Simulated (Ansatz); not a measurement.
A 12-atom cell of SnO2 (I4/m) from a materials database, relaxed with r2SCAN. It is tetragonal, I4/m (No. 87); a = 10.655 Å, c = 3.190 Å in the conventional setting, 15.09 Å³ an atom. Sn has 6 O at 2.04–2.11 Å; O has 3 Sn at 2.04–2.08 Å; O has 3 Sn at 2.07–2.11 Å.

The questions ask for values computed with Ansatz 0.2.0 on this geometry. Calculated for a static, non-magnetic cell.

(1) What gap does PBE give, and where are the band edges?

(2) Estimate the gap with PBE+SOC on 8×8×8.

(3) How does the gap change from PBE to r2SCAN (8×8×8)?

(4) How does the gap change from PBE to PBE0 (6×6×6)?

(5) Relaxed again with PBEsol, is the cell stable at the zone centre, and where do its optical modes lie?

Answers

(1) With PBE the valence top lies at Z₀–M (0.90 of the way from Z₀) and the conduction bottom at Γ, 2.04 eV higher; the smallest vertical gap, at Γ–X (0.10 of the way from Γ), is 2.23 eV.

(2) PBE+SOC gives an indirect gap of 2.04 eV, from Z₀–M (0.91 of the way from Z₀) to Γ; the least direct gap is 2.23 eV at Γ–X (0.10 of the way from Γ). The gap differs by 0.00 eV from PBE's.

(3) The r2SCAN gap is indirect, 2.62 eV (Z₀–M (0.91 of the way from Z₀) to Γ), below the direct gap of 2.82 eV at Γ–X (0.10 of the way from Γ). The gap differs by +0.58 eV from PBE's.

(4) The PBE0 gap is indirect, 4.39 eV (Z₀–M (0.91 of the way from Z₀) to Γ), below the direct gap of 4.57 eV at Γ–X (0.10 of the way from Γ). The gap differs by +2.35 eV from PBE's.

(5) All optical modes at Γ are real, from 84 to 717 cm⁻¹ without the longitudinal term; this says nothing of other wave vectors. The long-range field leaves the highest mode where it is. The program warns that the force constants, and all that is formed from them, aren't settled on this k mesh.

Only the levels marked +SOC include spin-orbit coupling.

Where an edge lies off the special points, it is a point of the mesh or the k point where a search put PBE's edge or least direct gap, reused for the other functionals, whose own edges may lie a little apart.

For some runs the program warns that the potential is rough where the density is thin, which bears on the empty states there.
